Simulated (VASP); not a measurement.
Al:

```xyz
1
Lattice="-1.6070 1.6070 1.6070 1.6070 -1.6070 1.6070 1.6070 1.6070 -1.6070" Properties=species:S:1:pos:R:3 pbc="T T T"
Al    0.0000    0.0000    0.0000
```

This isn't the form of Al at room conditions, which is fcc.

```yaml
Program: VASP 6.6.1
Task: relaxation of cell and atoms
Functional: r2SCAN
Dispersion: rVV10
Potentials_or_basis: VASP PAW PBE potentials, release 64 (Al)
Cutoff: 600 eV
k_mesh: 18 × 18 × 18
Occupations: gaussian, width 0.1 eV
Spin: no spin polarisation
```

At the start: pressure -2.4 GPa; volume 16.60 Å³/atom.

**Question.** How do energy, volume and symmetry change on relaxing?

**Answer.** Over 3 steps the energy falls by 4.0 meV/atom and the volume is 16.09 Å³/atom (-3.1 %); space group Im-3m (No. 229, to 0.05 Å).

Step by step:
```tsv
step	energy change (eV)	largest force (eV/Å)	pressure (GPa)	volume (Å³)
1	0.0000	0.0000	-2.39	16.60
2	-0.0039	0.0000	0.41	16.01
3	-0.0040	0.0000	0.02	16.09
```

Final structure:
```cif
data_structure
_symmetry_space_group_name_H-M 'P 1'
_symmetry_Int_Tables_number 1
_cell_length_a 2.7545
_cell_length_b 2.7545
_cell_length_c 2.7545
_cell_angle_alpha 109.471
_cell_angle_beta 109.471
_cell_angle_gamma 109.471
_cell_volume 16.09
loop_
_atom_site_label
_atom_site_type_symbol
_atom_site_fract_x
_atom_site_fract_y
_atom_site_fract_z
_atom_site_occupancy
Al1 Al 0.00000 0.00000 0.00000 1
```

Caveat: the PAW data sets were made with another functional, which shifts forces and pressure a little.
